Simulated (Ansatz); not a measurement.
# Tungsten, fcc under revPBE: structure, energy and stiffness

The plan for tungsten in the fcc structure: relax it, solve it on a dense k-mesh, then scale the cell to 7 volumes from 88 to 112 % of the relaxed one and try a fit of the equation of state. Spin polarisation is left out. The k-meshes are 14×14×14 for the relaxation; 22×22×22 for the dense run; 15×15×15 for the volumes.

This is W in the fcc structure; at room conditions it is bcc.

Program: Ansatz 0.2.0. Level of theory: DFT revPBE, plane waves (420 eV) with PAW, scalar-relativistic; the PAW data stem from PBE, with regenerated cores. These are calculated values, not measurements.

### Step 1. Starting point

It takes space group Fm-3m (No. 225, cubic). Conventional cell: a = 3.987 Å, b = 3.987 Å, c = 3.987 Å, α = 90.00°, β = 90.00°, γ = 90.00°. Around W (site symmetry m-3m) lie 12 W at 2.82 Å.

As a file:

```cif
data_structure
_symmetry_space_group_name_H-M 'P 1'
_symmetry_Int_Tables_number 1
_cell_length_a 2.8194
_cell_length_b 2.8194
_cell_length_c 2.8194
_cell_angle_alpha 60.000
_cell_angle_beta 60.000
_cell_angle_gamma 60.000
_cell_volume 15.85
loop_
_atom_site_label
_atom_site_type_symbol
_atom_site_fract_x
_atom_site_fract_y
_atom_site_fract_z
_atom_site_occupancy
W1 W 0.00000 0.00000 0.00000 1
```

### Step 2. Geometry optimisation

Input file input.yaml:

```yaml
crystal:
  lattice:
    - [0.0, 1.9936234741, 1.9936234741]
    - [1.9936234741, 0.0, 1.9936234741]
    - [1.9936234741, 1.9936234741, 0.0]
  atoms:
    - { symbol: W, position: [0.0, 0.0, 0.0] }
hamiltonian:
  xc: revpbe
  pseudopotentials:
    kind: paw
    azcp:
      W: "pseudopotentials/W.paw.azcp"
basis:
  ecutwfc: 420
  fft_grid_basis: typed
kpoints:
  mp_grid: { grid: [14, 14, 14], shift: [0, 0, 0] }
magnetization:
  spin_polarized: false
scf:
  occupations: { method: fermi_dirac, width: 0.1 }
relax:
  max_steps: 60
  f_tol: 0.01
  cell: {}
output:
  write_density: true
  write_potential: true
  elf: true
  volumetric_format: npy
```

Launch:

```
> ansatz run input.yaml --threads 2 --pin off --max-ram 5120MiB --backend cpu --events-out ev --progress --plain --runs-dir out
```

After this run come: The energy on a finer k-mesh; At 88 % of the relaxed volume; At 92 % of the relaxed volume; At 96 % of the relaxed volume; At 100 % of the relaxed volume; At 104 % of the relaxed volume; At 108 % of the relaxed volume; At 112 % of the relaxed volume.

Q: Predict the outcome of this session. Wanted: space group; conventional cell; volume; shortest distance; gap on the mesh; relative to bcc; V₀, B₀, B₀′.

The runs gave:

| quantity | value |
| --- | --- |
| space group (spins left aside) | Fm-3m (No. 225) |
| conventional cell | a = 4.050 Å |
| volume | 16.612 Å³/atom |
| shortest distance | 2.864 Å |
| gap on the mesh | none (levels filled in part) |
| relative to bcc | +483 meV/atom |
| V₀, B₀, B₀′ | 16.582 Å³/atom, 276 GPa, 4.0 |

**Reading.** From the guessed start the volume grew by 4.8 % in 6 steps. It lies 483 meV/atom above the element's reference form at the same level (bcc, from a run of its own). No gap shows: it is a metal or semimetal at this level. B₀ comes out at 276 GPa. Relaxation kept the symmetry; phonons were not checked.
